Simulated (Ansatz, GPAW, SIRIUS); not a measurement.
# In: programs and potentials compared

```
In
1.0
     3.33548    0.00000    0.00000
    -1.66774    2.88861    0.00000
     0.00000    0.00000    5.50914
In
2
Direct
  0.66667 0.33333 0.75000
  0.33333 0.66667 0.25000
```

This isn't the form of In at room conditions, which is tetragonal.

Alike in all runs: task single point; functional PBEsol; k mesh 9 × 9 × 5; occupations fermi-dirac, width 0.05 eV; no spin polarisation; no spin-orbit coupling. Pressure is positive in compression and, in plane waves, holds the error of the finite cutoff, which Ansatz's Pulay term estimates and takes out.

```json
{"program and potentials": "Ansatz, Ansatz PAW", "plane-wave cutoff (eV)": "420", "notes": "potentials made for PBE, which Ansatz adapts in part; Pulay term of +0.04 GPa included", "pressure (GPa)": "-1.38"}
{"program and potentials": "GPAW, PAW data sets generated for this functional", "plane-wave cutoff (eV)": "600", "notes": "-", "pressure (GPa)": "-1.72"}
{"program and potentials": "SIRIUS, PseudoDojo 0.4.1 PBEsol standard (scalar relativistic)", "plane-wave cutoff (eV)": "960", "notes": "-", "pressure (GPa)": "-1.35"}
{"program and potentials": "Ansatz, all-electron LAPW, scalar-relativistic", "plane-wave cutoff (eV)": "-", "notes": "-", "pressure (GPa)": "-1.38"}
```

The pressure spans -1.72 (GPAW, PAW data sets generated for this functional) to -1.35 GPa (SIRIUS, PseudoDojo 0.4.1 PBEsol standard (scalar relativistic)), with all-electron results at -1.38.

Differences between rows come from potentials, basis sets and numerical settings, since the functional is the same but for its coding. Runs on potential files found faulty are left out.
